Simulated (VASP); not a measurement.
Consider the following.

```
CELL_PARAMETERS angstrom
      0.00000     2.91685     2.91685
      2.91685     0.00000     2.91685
      2.91685     2.91685     0.00000
ATOMIC_POSITIONS crystal
  Li 0.00000 0.00000 0.00000
  I  0.50000 0.50000 0.50000
```

These are HSE06 screened hybrid, VASP's PBE PAW potentials (set 64) (plane waves; VASP 6.6.1) values and carry that method's errors. Run with 520 eV cut-off, 6×6×6 Γ-centred mesh, Gaussian smearing of 0.050 eV, potentials Li_sv I.

Task: Give the stress tensor in GPa (positive for a compressed cell).

Result: 
```
1.84  0.00  0.00
0.00  1.84  0.00
0.00  0.00  1.84
```
The pressure is its mean diagonal, 1.84 GPa.

The compound is LiI in the rock salt structure. This cell is one point of a volume scan, at 0.91 of the reference volume. The cell's shape comes from a PBE relaxation.
